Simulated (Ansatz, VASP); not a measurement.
Two plane-wave programs on SiC

```
Si C
1.0
     0.00000    2.17839    2.17839
     2.17839    0.00000    2.17839
     2.17839    2.17839    0.00000
Si C
1 1
Direct
  0.00000 0.00000 0.00000
  0.75000 0.75000 0.75000
```

Alike in both runs: task single point; functional PBEsol; k mesh 12 × 12 × 12; occupations gaussian, width 0.05 eV; no spin polarisation.

```csv
,VASP,Ansatz
version,VASP 6.6.1,Ansatz 0.2.0
potentials or method,"VASP PAW PBE potentials, release 64 (Si, C)","scalar-relativistic, plane waves, PAW"
plane-wave cutoff (eV),520,520
valence electrons in the cell,8,8
```

|  | VASP | Ansatz | Ansatz less VASP |
| --- | --- | --- | --- |
| gap on the k mesh at the Fermi level (eV) | 1.23 | 1.24 | +0.010 |
| least direct gap on the mesh (eV) | 4.44 | 4.46 | +0.014 |
| pressure (GPa) | 0.4 | 0.0 | -0.35 |

With one functional, cell and mesh, what is left measures potentials, basis and numerics. Ansatz warned: «pseudo_functional_mismatch».

Caveats: the PAW data sets were made with another functional, which shifts forces and pressure a little (VASP). A k mesh can miss the band edges.
